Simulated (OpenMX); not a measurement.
The system is HfO2.

```xyz
12
Lattice="5.0803 0.0000 0.0000 0.0000 5.1649 0.0000 0.0000 0.0000 4.8909" Properties=species:S:1:pos:R:3 pbc="T T T"
Hf    1.1308    4.0379    1.3307
Hf    3.6710    3.7094    3.5602
Hf    3.9495    1.1270    1.3307
Hf    1.4093    1.4555    3.5602
O     0.9491    0.8452    0.5113
O     3.4892    1.7372    4.3796
O     4.1312    4.3196    0.5113
O     1.5911    3.4277    4.3796
O     0.0000    2.5824    2.3919
O     2.5402    0.0000    2.4990
O     0.0000    0.0000    2.8153
O     2.5402    2.5824    2.0756
```

The cell comes from a database or a generator and needn't be the stable form of this composition.

```yaml
Program: OpenMX 3.8.5
Task: single point
Functional: PBE
Potentials_or_basis: OpenMX 2013 PBE set, Hf7.0-s3p2d2f1, O6.0-s2p2d1, grid cutoff 400 Ry
k_mesh: 5 × 5 × 7
Occupations: fermi-dirac, width 0.05 eV
Spin: no spin polarisation
```

On this cell: pressure 5.4 GPa; largest force 0.212 eV/Å; band gap on the k mesh 3.77 eV, direct.

The same run follows on a disturbed copy (atoms moved at random, drawn with an rms of 0.05 Å):

```
Hf O
1.0
     5.08032    0.00000    0.00000
     0.00000    5.16487    0.00000
     0.00000    0.00000    4.89088
Hf O
4 8
Direct
  0.21867 0.78346 0.26276
  0.73548 0.72842 0.72561
  0.78652 0.21945 0.28013
  0.27710 0.28032 0.73745
  0.18862 0.17097 0.10563
  0.68695 0.33573 0.88541
  0.81839 0.83544 0.11456
  0.30014 0.65841 0.88470
  0.00489 0.49480 0.49359
  0.50381 0.99266 0.51512
  0.99702 0.99322 0.57522
  0.49415 0.50516 0.43016
```

What does the disturbed cell give?

The energy moves by +28.8 meV/atom; pressure 5.4 GPa; largest force 1.945 eV/Å; band gap on the k mesh 3.70 eV, direct.

Forces in eV/Å, atoms in the order of the input:
```
Hf   0.976 -0.825  0.360
Hf  -1.072 -1.551  0.276
Hf  -1.624  0.704 -0.804
Hf   1.010  0.517 -1.202
O   -0.232 -0.648  0.982
O    0.294 -0.244  1.193
O   -0.282 -0.053 -0.513
O    0.060  0.680  1.070
O   -0.313  0.281 -0.432
O   -0.461  0.807 -0.371
O    0.847  0.716  0.022
O    0.790 -0.388 -0.581
```

Caveats: spin-orbit coupling is left out, which moves the levels of the heavy elements; an odd mesh through Γ misses points on the zone boundary, where band edges often lie; the basis of atomic orbitals isn't converged, which shifts pressures, moduli and gaps.
